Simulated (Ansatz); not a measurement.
**Rh: response to strain**

Aim: deform Rh (equal xy, yz and zx engineering shear strains of +2 %) and compute stress, forces and field gradients with LAPW, PAW and all-electron datasets made for the crystal.

Method: DFT PBE, scalar-relativistic, in Ansatz 0.2.0.

## (1) The structure to begin with

It takes space group Fm-3m (No. 225, cubic). The conventional cell has a = 3.803 Å, b = 3.803 Å, c = 3.803 Å, α = 90.00°, β = 90.00°, γ = 90.00°. Rh (site symmetry m-3m) is surrounded by 12 Rh at 2.69 Å.

As a file:

```xyz
1
Lattice="0.0000 1.9015 1.9015 1.9016 0.0000 1.9015 1.9016 1.9015 0.0000" Properties=species:S:1:pos:R:3 pbc="T T T"
Rh    0.0000    0.0000    0.0000
```

## (2) The deformed structure

Space group Fm-3m before, R-3m after.

## (3) LAPW, all electrons

The input, input.yaml:

```yaml
crystal:
  lattice:
    - [0.038031, 1.9205655, 1.9205655]
    - [1.9205655, 0.038031, 1.9205655]
    - [1.9205655, 1.9205655, 0.038031]
  atoms:
    - { symbol: Rh, position: [0.0, 0.0, 0.0] }
kpoints:
  mp_grid: { grid: [16, 16, 16] }
scf:
  occupations: { method: fermi_dirac, width: 0.08 }
hamiltonian:
  xc: pbe
  pseudopotentials: { kind: all_electron, lapw: { basis_error: 0.001 } }
output:
  forces: true
  stress: true
  eigenvalues: true
```

## (4) PAW on the default files

Changes to input.yaml since step 3:

```diff
@@ -13,3 +13,3 @@
   xc: pbe
-  pseudopotentials: { kind: all_electron, lapw: { basis_error: 0.001 } }
+  pseudopotentials: { kind: paw }
 output:
@@ -18 +18,2 @@
   eigenvalues: true
+  efg: { contact_densities: true }
```

## (5) Datasets made for this crystal

Changes to input.yaml since step 4:

```diff
@@ -13,3 +13,3 @@
   xc: pbe
-  pseudopotentials: { kind: paw }
+  pseudopotentials: { kind: all_electron, datasets: crystal }
 output:
```

(Steps that only read results are left out.)

**Question.** What will these runs give? Wanted: pressure; largest shear or deviatoric stress.

The runs gave:

| quantity | value |
| --- | --- |
| pressure | LAPW 6.40, PAW 6.44, crystal datasets 6.40 GPa |
| largest shear or deviatoric stress (LAPW) | 3.95 GPa |

In words: The largest part of the stress beyond the pressure is 3.95 GPa in size. No run of the undeformed cell stands beside it, so the pressure holds what the given cell had before the change. PAW: stress within 0.04 GPa of LAPW. Crystal datasets: stress within 0.01 GPa of LAPW.
